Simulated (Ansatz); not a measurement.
RuS2 (Laurite):

```xyz
12
Lattice="5.6106 0.0000 0.0000 0.0000 5.6106 0.0000 0.0000 0.0000 5.6106" Properties=species:S:1:pos:R:3 pbc="T T T"
Ru    0.0000    2.8053    2.8053
Ru    2.8053    2.8053    0.0000
Ru    2.8053    0.0000    2.8053
Ru    0.0000    0.0000    0.0000
S     2.1787    0.6266    4.9840
S     0.6266    4.9840    2.1787
S     4.9840    2.1787    0.6266
S     3.4319    3.4319    3.4319
S     3.4319    4.9840    0.6266
S     4.9840    0.6266    3.4319
S     0.6266    3.4319    4.9840
S     2.1787    2.1787    2.1787
```

Program: Ansatz 0.2.0. Alike in all runs: task band structure; potentials or basis Ansatz PAW; no spin polarisation; cell as given; k mesh 5 × 5 × 5; smearing fermi-dirac 0.05 eV.

Question: Order these runs on this cell by their pressure, lowest first.
A. level r2SCAN; cutoff (eV) 500
B. level LDA; cutoff (eV) 420
C. level PBEsol; cutoff (eV) 420

Answer: B (-6.3 GPa), C (-3.1 GPa), A (2.1 GPa).

Caveats: the PAW data sets come from PBE, with cores solved anew for the run's functional, which leaves a small shift of forces and pressure.

Runs at the PBE level aren't shown here.
